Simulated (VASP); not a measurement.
Crystal: K.

```
K
1.0
     0.00000    3.25975    3.25975
     3.25975    0.00000    3.25975
     3.25975    3.25975    0.00000
K
1
Direct
  0.00000 0.00000 0.00000
```

This isn't the form of K at room conditions, which is bcc.

```yaml
Program: VASP 6.6.1
Task: relaxation of cell and atoms
Functional: PBE
Potentials_or_basis: VASP PAW PBE potentials, release 64 (K_sv)
Cutoff: 600 eV
k_mesh: 12 × 12 × 12
Occupations: gaussian, width 0.1 eV
Spin: no spin polarisation
```

At the start: pressure 0.3 GPa; volume 69.28 Å³/atom.

Question: Where does the relaxation end?

Answer: Over 3 steps the energy falls by 3.6 meV/atom and the volume is 73.90 Å³/atom (+6.7 %); space group Fm-3m (No. 225, to 0.05 Å).

Step by step:
```
step  energy change (eV)  largest force (eV/Å)  pressure (GPa)  volume (Å³)
   1              0.0000                0.0000            0.26        69.28
   2             -0.0016                0.0000            0.19        70.41
   3             -0.0036                0.0000            0.00        73.90
```

Final structure:
```xyz
1
Lattice="0.0000 3.3308 3.3308 3.3308 0.0000 3.3308 3.3308 3.3308 0.0000" Properties=species:S:1:pos:R:3 pbc="T T T"
K     0.0000    0.0000    0.0000
```
